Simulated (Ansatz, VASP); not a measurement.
# Cross-check of GaAs between VASP and Ansatz, part 2 of 2

Wanted: the spread between two codes on one cell, functional and k mesh. The cell is taken from a series of VASP runs on this material, whose earlier steps may have relaxed, scaled or displaced it; both programs get it as it stands.

VASP 6.6.1 and Ansatz 0.2.0.

So far. Step 6 (Ansatz: single point, PBE): The run ends at a pressure of 0.01 GPa.

## (7) VASP: single point, PBE

Level of this step: PBE; plane waves and PAW (Ga_d, As) (VASP).

The same cell, functional, mesh and smearing now go to VASP, with its own data sets and cutoff.

The input, INCAR:

```
SYSTEM = GaAs
PREC = Accurate
ENCUT = 400
EDIFF = 1E-06
NELM = 100
ISMEAR = 0
SIGMA = 0.05
LREAL = .FALSE.
ALGO = Normal
GGA = PE
NBANDS = 25
LORBIT = 11
LWAVE = .FALSE.
LCHARG = .FALSE.
KPAR = 2
LOPTICS = .TRUE.
NEDOS = 1500
CSHIFT = 0.1
```

The input, POSCAR:

```
GaAs
1.0
    0.0000000000      2.8722583366      2.8722583366
    2.8722583366      0.0000000000      2.8722583366
    2.8722583366      2.8722583366      0.0000000000
Ga As
1 1
Direct
    0.0000000000      0.0000000000      0.0000000000
    0.2500000000      0.2500000000      0.2500000000
```

The input, KPOINTS:

```
Automatic mesh
0
Gamma
9 9 9
0 0 0
```

PAW data sets: Ga_d and As (PBE family, release 64).

Command:

```console
mpirun -np 2 vasp_std
```

Numbers of over 12 decimals in the logs are rounded to 6 here.

The log of the run:

```text
[... set-up lines as in an earlier step ...]
 entering main loop
       N       E                     dE             d eps       ncg     rms          rms(c)
DAV:   1     0.102341647715E+03    0.10234E+03   -0.66085E+03  2009   0.837E+02
DAV:   2     0.301902674838E+01   -0.99323E+02   -0.90262E+02  1958   0.260E+02
DAV:   3    -0.820350763672E+01   -0.11223E+02   -0.11118E+02  2158   0.568E+01
DAV:   4    -0.842109086451E+01   -0.21758E+00   -0.21750E+00  2006   0.846E+00
[...]
DAV:  10    -0.826982274742E+01   -0.64525E-04   -0.46582E-05  2116   0.402E-02    0.314E-02
DAV:  11    -0.826987899173E+01   -0.56244E-04   -0.60059E-05  1959   0.367E-02    0.304E-03
DAV:  12    -0.826987935493E+01   -0.36319E-06   -0.96850E-07  2129   0.618E-03
   1 F= -.82698794E+01 E0= -.82698747E+01  d E =-.927456E-05
 optical routines
 imaginary and real dielectric function
 recalculating local potential from charge density
 direction            1
 direction            2
 direction            3
```

From OUTCAR (step 7):

```text
  Total       -0.0025337     -0.0025337     -0.0025337      0.0000000      0.0000000      0.0000000
  in kB       -0.0856568     -0.0856568     -0.0856568      0.0000000      0.0000000      0.0000000
  external PRESSURE =      -0.0856568 kB  Pullay stress =       0.0000000 kB

 POSITION                                       TOTAL-FORCE (eV/Angst)
 -----------------------------------------------------------------------------------
      0.00000      0.00000      0.00000        -0.000000      0.000000      0.000000
      1.43613      1.43613      1.43613         0.000000     -0.000000     -0.000000
 -----------------------------------------------------------------------------------
    total drift:                                0.000003      0.000003      0.000003

  FREE ENERGIE OF THE ION-ELECTRON SYSTEM (eV)
  ---------------------------------------------------
  free  energy   TOTEN  =        -8.2698793549 eV

  energy  without entropy=       -8.2698700804  energy(sigma->0) =       -8.26987472

[... 1 part as in an earlier step ...]

[... 2 further parts left out ...]
[key lines of the parts left out:]
E-fermi :   3.5839
```

With so small a gap the low-energy part of the spectrum hangs on the few k-points near the gap and is not converged.

## (8) Comparison

The two programs side by side:

| quantity | Ansatz | VASP | difference |
| --- | --- | --- | --- |
| pressure (GPa) | 0.01 | -0.01 | +0.02 |
| gap on the k mesh (eV) | 0.164 | 0.163 | +0.001 |

A gap on the mesh is an upper bound, since the band edges may lie between its points. Ansatz's pressure holds a Pulay correction of 0.03 GPa; VASP's holds none.

## (9) Other set-ups

Further runs change the set-up of one program: Ansatz's method, potentials or start, or VASP's data sets, cutoff or form of LDA. The table gives Ansatz less VASP for each quantity, since a change that brings one quantity closer may part another.

| run | pressure (GPa) | gap on the k mesh (eV) |
| --- | --- | --- |
| as above | 0.020 | 7.1e-4 |
| Ansatz's all-electron LAPW method | 0.023 | 0.0053 |

## (10) VASP: band structure, PBE, spin-orbit coupling

Levels along a path test the potential and the projectors away from the mesh points.

The input, INCAR:

```
SYSTEM = GaAs
PREC = Accurate
ENCUT = 400
EDIFF = 1E-06
NELM = 100
ISMEAR = 0
SIGMA = 0.05
LREAL = .FALSE.
ALGO = Normal
GGA = PE
LNONCOLLINEAR = .TRUE.
MAGMOM = 0 0 0 0 0 0
NBANDS = 30
GGA_COMPAT = .FALSE.
LASPH = .TRUE.
LSORBIT = .TRUE.
LORBIT = 11
LWAVE = .FALSE.
LCHARG = .FALSE.
KPAR = 2
```

POSCAR is that of step 7.

The input, KPOINTS:

```
Automatic mesh
0
Gamma
5 5 5
0 0 0
```

The input, KPOINTS_OPT:

```
Line mode
16
Line-mode
Reciprocal
  0.00000000   0.00000000   0.00000000 GAMMA
  0.50000000   0.00000000   0.50000000 X

  0.50000000   0.00000000   0.50000000 X
  0.50000000   0.25000000   0.75000000 W

  0.50000000   0.25000000   0.75000000 W
  0.37500000   0.37500000   0.75000000 K

  0.37500000   0.37500000   0.75000000 K
  0.00000000   0.00000000   0.00000000 GAMMA

  0.00000000   0.00000000   0.00000000 GAMMA
  0.50000000   0.50000000   0.50000000 L

  0.50000000   0.50000000   0.50000000 L
  0.62500000   0.25000000   0.62500000 U

  0.62500000   0.25000000   0.62500000 U
  0.50000000   0.25000000   0.75000000 W

  0.50000000   0.25000000   0.75000000 W
  0.50000000   0.50000000   0.50000000 L

  0.50000000   0.50000000   0.50000000 L
  0.37500000   0.37500000   0.75000000 K

  0.62500000   0.25000000   0.62500000 U
  0.50000000   0.00000000   0.50000000 X
```

Command:

```console
mpirun -np 2 vasp_ncl
```

The log of the run:

```text
[... set-up lines as in an earlier step ...]
 entering main loop
       N       E                     dE             d eps       ncg     rms          rms(c)
DAV:   1     0.117215344650E+03    0.11722E+03   -0.71178E+03   902   0.140E+03
DAV:   2     0.689681612308E+01   -0.11032E+03   -0.10418E+03   866   0.379E+02
DAV:   3    -0.792844912030E+01   -0.14825E+02   -0.14650E+02  1010   0.105E+02
DAV:   4    -0.838278646048E+01   -0.45434E+00   -0.45361E+00   964   0.203E+01
[...]
DAV:  11    -0.822965273521E+01   -0.75425E-04   -0.10753E-04   948   0.125E-01    0.143E-02
DAV:  12    -0.822965735677E+01   -0.46216E-05   -0.33856E-05   976   0.666E-02    0.549E-03
DAV:  13    -0.822965757887E+01   -0.22210E-06   -0.24560E-06   962   0.129E-02
   1 F= -.82296576E+01 E0= -.82294259E+01  d E =-.463397E-03  mag=    -0.0000     0.0000    -0.0000
 Start KPOINTS_OPT (optional k-point list driver)
k-point batch [1-14\160]
       N       E                     dE             ncg
DAV:   1     0.134744503055E+03   -0.25636E+04      924
DAV:   2    -0.144539981715E+04   -0.15801E+04      902
DAV:   3    -0.165953457403E+04   -0.21413E+03     1050
DAV:   4    -0.166631681632E+04   -0.67822E+01      982
DAV:   5    -0.166643225920E+04   -0.11544E+00     1016
DAV:   6    -0.166643752554E+04   -0.52663E-02     1236
DAV:   7    -0.166643755693E+04   -0.31386E-04     1066
DAV:   8    -0.166643755732E+04   -0.39398E-06      746
[...]
k-point batch [155-160\160]
       N       E                     dE             ncg
DAV:   1     0.437111972268E+04   -0.33270E+04      388
DAV:   2     0.373811410264E+04   -0.63301E+03      368
DAV:   3     0.366261180220E+04   -0.75502E+02      460
DAV:   4     0.366077495145E+04   -0.18369E+01      472
DAV:   5     0.366074578886E+04   -0.29163E-01      422
DAV:   6     0.366074441501E+04   -0.13738E-02      608
DAV:   7     0.366074441011E+04   -0.49023E-05      456
DAV:   8     0.366074441004E+04   -0.76940E-07      408
```

From OUTCAR (step 10):

```text
  Total        0.0300638      0.0300638      0.0300638      0.0000000      0.0000000     -0.0000000
  in kB        1.0163746      1.0163746      1.0163746      0.0000000      0.0000000     -0.0000000
  external PRESSURE =       1.0163746 kB  Pullay stress =       0.0000000 kB

 POSITION                                       TOTAL-FORCE (eV/Angst)
 -----------------------------------------------------------------------------------
      0.00000      0.00000      0.00000        -0.000000      0.000000     -0.000000
      1.43613      1.43613      1.43613         0.000000     -0.000000      0.000000
 -----------------------------------------------------------------------------------
    total drift:                                0.000000      0.000000      0.000000

  FREE ENERGIE OF THE ION-ELECTRON SYSTEM (eV)
  ---------------------------------------------------
  free  energy   TOTEN  =        -8.2296575789 eV

  energy  without entropy=       -8.2291941822  energy(sigma->0) =       -8.22942588

 magnetization (x)
# of ion       s       p       d       tot
------------------------------------------
    1        0.000   0.000  -0.000  -0.000
    2       -0.000  -0.000   0.000  -0.000
--------------------------------------------------
tot         -0.000  -0.000  -0.000  -0.000

 magnetization (y)
# of ion       s       p       d       tot
------------------------------------------
    1        0.000   0.000   0.000   0.000
    2        0.000  -0.000   0.000  -0.000
--------------------------------------------------
tot          0.000  -0.000   0.000  -0.000

 magnetization (z)
# of ion       s       p       d       tot
------------------------------------------
    1       -0.000   0.000   0.000  -0.000
    2        0.000   0.000  -0.000   0.000
--------------------------------------------------
tot         -0.000   0.000  -0.000   0.000

[... 1 part as in an earlier step ...]

[... 2 further parts left out ...]
[key lines of the parts left out:]
E-fermi :   3.6571
```

The run ends at a pressure of 0.10 GPa.

## (11) Ansatz: band structure, PBE, spin-orbit coupling

The same cell, functional, mesh and smearing now go to Ansatz, which takes its cutoff from its data sets.

The cell is taken from a series of VASP runs on this material, whose earlier steps may have relaxed, scaled or displaced it; both programs get it as it stands.

The input, input.yaml:

```yaml
crystal:
  lattice:
    - [0.0, 2.8722583366, 2.8722583366]
    - [2.8722583366, 0.0, 2.8722583366]
    - [2.8722583366, 2.8722583366, 0.0]
  atoms:
    - { symbol: Ga, position: [0.0, 0.0, 0.0] }
    - { symbol: As, position: [0.25, 0.25, 0.25] }
hamiltonian:
  xc: pbe
  pseudopotentials: { kind: paw_fr }
magnetization:
  noncollinear: true
  spin_orbit: true
kpoints:
  mp_grid: { grid: [5, 5, 5] }
  band_path:
    path:
      - [0.0, 0.0, 0.0]
      - [0.16667, 0.0, 0.16667]
      - [0.33333, 0.0, 0.33333]
      - [0.5, 0.0, 0.5]
      - [0.5, 0.08333, 0.58333]
      - [0.5, 0.18333, 0.68333]
      - [0.5, 0.25, 0.75]
      - [0.45, 0.3, 0.75]
      - [0.40833, 0.34167, 0.75]
      - [0.35, 0.35, 0.7]
      - [0.225, 0.225, 0.45]
      - [0.075, 0.075, 0.15]
      - [0.03333, 0.03333, 0.03333]
      - [0.23333, 0.23333, 0.23333]
      - [0.4, 0.4, 0.4]
      - [0.51667, 0.46667, 0.51667]
      - [0.55833, 0.38333, 0.55833]
      - [0.60833, 0.28333, 0.60833]
      - [0.60833, 0.25, 0.64167]
      - [0.55833, 0.25, 0.69167]
      - [0.51667, 0.25, 0.73333]
      - [0.5, 0.3, 0.7]
      - [0.5, 0.38333, 0.61667]
      - [0.5, 0.48333, 0.51667]
      - [0.475, 0.475, 0.55]
      - [0.425, 0.425, 0.65]
      - [0.38333, 0.38333, 0.73333]
      - [0.59167, 0.18333, 0.59167]
      - [0.55, 0.1, 0.55]
      - [0.5, 0.0, 0.5]
    npoints: 1
scf:
  occupations: { method: gaussian, width: 0.05 }
  n_extra_bands: 14
output:
  forces: true
  stress: true
  eigenvalues: true
  write_density: true
  write_potential: true
  elf: true
  volumetric_format: npy
```

Command:

```console
ansatz run input.yaml --threads 2 --pin off --max-ram 4608MiB --backend cpu --events-out ev --progress --plain --runs-dir out
```

The log of the run:

```text
[...]
non-collinear run that drives no moment, with spin-orbit: no starting moment large enough to seed its density (crystal.atoms[].spin), no starting occupations that ask for one, no magnetisation constraint and no magnetic field, so the semilocal B_xc is pinned to zero
Crystal: 2 atoms, lattice volume = 47.392 Å³
[...]
k-point 1: bands = [... 24 lower, 6.9937, 6.9937, 7.2006, 7.2036, 8.9705, 8.9705, 11.8758, 11.8758, ... 10 higher]
  k-point 2: bands = [... 24 lower, 6.4665, 6.4665, 6.6677, 6.6693, 8.5106, 8.5106, 12.1630, 12.1630, ... 10 higher]
  k-point 9: bands = [... 24 lower, 4.1592, 4.2325, 5.0618, 5.1021, 11.2522, 11.3837, 11.6496, 11.6860, ... 10 higher]
[key lines of the parts left out:]
SCF converged after 9 iterations
Magnetization: |M| = 0.0000 μB,  M = (+0.0000, +0.0000, +0.0000) μB
Free energy (F): -8640.005448 eV
Fermi energy:    7.710972 eV
P = ⅓ Tr σ = 0.1273 GPa (1.273 kbar)
```

Wall time 7.7 s (2 threads of Arm Neoverse V1, shared host); peak memory 0.45 GiB.

## (12) Side by side

What differs besides the data sets and the points named for the pairs above, as far as they apply: spin-orbit coupling enters by fully relativistic files in Ansatz and inside the spheres in VASP; the data sets hold 28 valence electrons in Ansatz (fully relativistic PAW (standard-fr) files) and 18 in VASP. Total energies have different zeros and are not compared.

Compared:

| quantity | Ansatz | VASP | difference |
| --- | --- | --- | --- |
| pressure (GPa) | 0.13 | 0.10 | +0.03 |
| gap over the path points (eV) | 0.052 | 0.055 | -0.002 |

Levels at points of the path, from each program's valence-band top (eV; 6 filled, then empty):

| k (reciprocal lattice) | Ansatz | VASP |
| --- | --- | --- |
| 0.000 0.000 0.000 | -0.33 -0.33 0.00 0.00 0.00 0.00 0.05 0.05 3.48 3.48 3.66 3.66 | -0.32 -0.32 0.00 0.00 0.00 0.00 0.06 0.06 3.47 3.47 3.65 3.65 |
| 0.167 0.000 0.167 | -2.86 -2.86 -1.12 -1.12 -0.98 -0.98 2.30 2.30 2.86 2.86 5.04 5.04 | -2.86 -2.86 -1.12 -1.12 -0.98 -0.98 2.30 2.30 2.86 2.86 5.04 5.04 |
| 0.333 0.000 0.333 | -5.37 -5.37 -2.25 -2.25 -2.15 -2.15 1.51 1.51 2.51 2.51 7.64 7.64 | -5.37 -5.37 -2.25 -2.25 -2.15 -2.15 1.51 1.51 2.51 2.51 7.63 7.63 |
| 0.500 0.000 0.500 | -6.71 -6.71 -2.67 -2.67 -2.58 -2.58 1.44 1.44 1.57 1.57 9.64 9.64 | -6.72 -6.72 -2.67 -2.67 -2.59 -2.59 1.43 1.43 1.56 1.56 9.64 9.64 |
| 0.500 0.083 0.583 | -6.69 -6.66 -2.91 -2.84 -2.80 -2.77 1.92 1.94 2.04 2.09 8.66 8.73 | -6.69 -6.67 -2.91 -2.84 -2.80 -2.78 1.91 1.94 2.03 2.08 8.65 8.72 |
| 0.500 0.183 0.683 | -6.60 -6.55 -3.37 -3.26 -3.16 -3.13 3.42 3.48 3.49 3.58 6.39 6.45 | -6.61 -6.56 -3.37 -3.26 -3.17 -3.13 3.42 3.48 3.49 3.57 6.38 6.45 |
| 0.500 0.250 0.750 | -6.57 -6.52 -3.49 -3.37 -3.25 -3.21 4.19 4.36 4.58 4.60 5.09 5.19 | -6.58 -6.53 -3.49 -3.38 -3.25 -3.22 4.19 4.36 4.58 4.60 5.08 5.19 |
| 0.450 0.300 0.750 | -6.57 -6.51 -3.63 -3.56 -2.87 -2.84 3.12 3.17 4.45 4.53 6.03 6.08 | -6.57 -6.52 -3.63 -3.56 -2.87 -2.85 3.12 3.16 4.45 4.53 6.02 6.08 |
| 0.408 0.342 0.750 | -6.56 -6.52 -3.73 -3.67 -2.40 -2.39 2.16 2.18 4.40 4.47 7.04 7.09 | -6.57 -6.52 -3.73 -3.67 -2.40 -2.39 2.15 2.17 4.39 4.46 7.03 7.09 |
| 0.350 0.350 0.700 | -6.48 -6.43 -3.86 -3.80 -2.07 -2.06 2.01 2.02 5.14 5.25 7.19 7.22 | -6.49 -6.44 -3.86 -3.80 -2.07 -2.07 2.01 2.02 5.13 5.24 7.18 7.21 |

Among the levels compared at these points, filled levels agree within 8 meV and empty ones within 9 meV. Ansatz's pressure holds a Pulay correction of 0.03 GPa; VASP's holds none.

## (13) Other set-ups

Further runs change the set-up of one program: Ansatz's method, potentials or start, or VASP's data sets, cutoff or form of LDA. The table gives Ansatz less VASP for each quantity, since a change that brings one quantity closer may part another.

| run | pressure (GPa) | gap over the path points (eV) |
| --- | --- | --- |
| as above | 0.026 | -0.0025 |
| Ansatz's all-electron LAPW method | 0.017 | 0.0022 |

## (14) What came out

- difference in gap over the path points (band structure, PBE): 8.0e-4 eV
- difference in gap on the k mesh (single point, PBE): 7.1e-4 eV
- difference in gap over the path points (band structure, PBE, spin-orbit coupling): -0.0025 eV

The difference in gap over the path points is -0.0025 eV (band structure, PBE, spin-orbit coupling), within the 0.08 eV picked in this series as the mark of a large difference. Band structure, PBE, Ansatz's all-electron LAPW method: the difference in gap over the path points goes from 8.0e-4 to 0.0053 eV. Single point, PBE, Ansatz's all-electron LAPW method: the difference in gap on the k mesh goes from 7.1e-4 to 0.0053 eV. Band structure, PBE, spin-orbit coupling, Ansatz's all-electron LAPW method: the difference in pressure goes from 0.026 to 0.017 GPa; the difference in gap over the path points goes from -0.0025 to 0.0022 eV. Such differences can come from data sets, numerical settings and the points named under the comparisons, not from the functional's error against experiment.

[Lines on the potential files, build, host, timing and source positions are cut from VASP's logs without a mark.]

[Logs are printed without paths, hosts, clocks, repeated set-up lines and the standing remarks that a program may print on its own settings, such as how far it seeks lower states.]

[Hosts, paths, dates, database ids (printed as entryN), source tags and the programs' standing remarks are cut or masked in the printed files.]
